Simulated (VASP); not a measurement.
A VASP 6.6.1 single-point calculation on CdF₂

INCAR

```
NBANDS = 15
EDIFF = 1E-7
NELM = 100
ENCUT = 300
GGA = PE
PREC = Accurate
LASPH = .TRUE.
LREAL = .FALSE.
ISIF = 2
IBRION = -1
LCHARG = .FALSE.
SIGMA = 0.02
ISMEAR = -1
LWAVE = .FALSE.
NSW = 0
```

KPOINTS

```
KPOINTS created by Atomic Simulation Environment
0
Gamma
8 8 8
0 0 0
```

POSCAR

```
Cd F
 1.0000000000000000
     0.0000000000000000    2.7480612347000002    2.7480612347000002
     2.7480612347000002    0.0000000000000000    2.7480612347000002
     2.7480612347000002    2.7480612347000002    0.0000000000000000
 Cd  F
   1   2
Cartesian
  0.0000000000000000  0.0000000000000000  0.0000000000000000
  1.3740306173500001  1.3740306173500001  1.3740306173500001
  4.1220918520500005  4.1220918520500005  4.1220918520500005
```

The recommended PBE PAW datasets give the neutral cell 26 valence electrons.

Command

```
mpirun -np 1 vasp_std
```

How does this run end, and what does it give?

It converged. Results: gap between bands v and c on the k mesh 2.94 eV; least direct gap on the k mesh 3.61 eV; pressure -63.3 GPa. Band v is the last that the valence electrons fill when counted band by band, and c is the next.

OSZICAR

```
N       E                     dE             d eps       ncg     rms          rms(c)
DAV:   1     0.135534772701E+03    0.13553E+03   -0.12324E+04   957   0.113E+03
DAV:   2    -0.835432466165E+01   -0.14389E+03   -0.14216E+03  1073   0.331E+02
DAV:   3    -0.123997794410E+02   -0.40455E+01   -0.40428E+01   905   0.654E+01
DAV:   4    -0.124145784730E+02   -0.14799E-01   -0.14798E-01  1080   0.373E+00
DAV:   5    -0.124146302762E+02   -0.51803E-04   -0.51803E-04   926   0.198E-01    0.833E+00
DAV:   6    -0.112431170783E+02    0.11715E+01   -0.30898E+00  1177   0.374E+01    0.648E+00
DAV:   7    -0.111748235187E+02    0.68294E-01   -0.48710E-01   870   0.723E+00    0.363E+00
DAV:   8    -0.111466353858E+02    0.28188E-01   -0.16402E-01   940   0.436E+00    0.669E-01
DAV:   9    -0.111391986551E+02    0.74367E-02   -0.42889E-02   977   0.262E+00    0.147E-01
DAV:  10    -0.111398292280E+02   -0.63057E-03   -0.23660E-03   884   0.542E-01    0.656E-02
DAV:  11    -0.111399020891E+02   -0.72861E-04   -0.14468E-04   961   0.158E-01    0.538E-02
DAV:  12    -0.111398938970E+02    0.81922E-05   -0.25763E-05   926   0.659E-02    0.938E-03
DAV:  13    -0.111398957059E+02   -0.18090E-05   -0.35819E-06   933   0.160E-02    0.219E-03
DAV:  14    -0.111398955528E+02    0.15313E-06   -0.69381E-08   659   0.264E-03    0.122E-03
DAV:  15    -0.111398955484E+02    0.43651E-08   -0.86249E-08   624   0.277E-03
   1 F= -.11139896E+02 E0= -.11139896E+02  d E =-.861532E-12
```

These settings aren't sound, so the numbers aren't properties of the crystal.

On sound settings PBE gives a gap of 2.86 eV on its mesh and a pressure of -0.2 GPa for the intended cell.
